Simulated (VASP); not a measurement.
Te2Mo, 6 atoms in the cell. Symmetry: P6_3/mmc, No. 194, hexagonal system. Conventional cell: a = 3.518 Å, b = 3.518 Å, c = 13.974 Å, α = 90.00°, β = 90.00°, γ = 120.00°. Te (site symmetry 3m) has 3 Mo at 2.72 Å as nearest neighbours. Mo (site symmetry -6m2) is surrounded by 6 Te at 2.72 Å. 

```yaml
Program: VASP 6.6.1
Task: relaxation of cell and atoms
Functional: PBE
Dispersion: TS
Potentials_or_basis: VASP PAW PBE potentials, release 64 (Te, Mo_sv)
Cutoff: 600 eV
k_mesh: 9 × 9 × 2
Occupations: fermi-dirac, width 0.05 eV
Spin: no spin polarisation
Further_INCAR_settings: ALGO = Normal; EDIFF = 1e-06; IBRION = 2; EDIFFG = -0.01; NSW = 60; ISIF = 3
```

Potentials or basis: VASP PAW PBE potentials, release 64 (Te, Mo_sv).

The run is started by

```console
$ cat potpaw_PBE.64/Te/POTCAR potpaw_PBE.64/Mo_sv/POTCAR > POTCAR
$ mpirun -np 1 vasp_std > vasp.out
```

Hardware: 1 thread of Intel(R) Xeon(R) Platinum 8488C (Sapphire Rapids) (shared host).

Question: How long does it take, and how much memory?

Answer: Run time: 5.8 min on 1 thread of Intel(R) Xeon(R) Platinum 8488C (Sapphire Rapids) (shared host), peak memory 0.37 GiB. Counts: scf iterations 42, k points 24, ion steps 5.
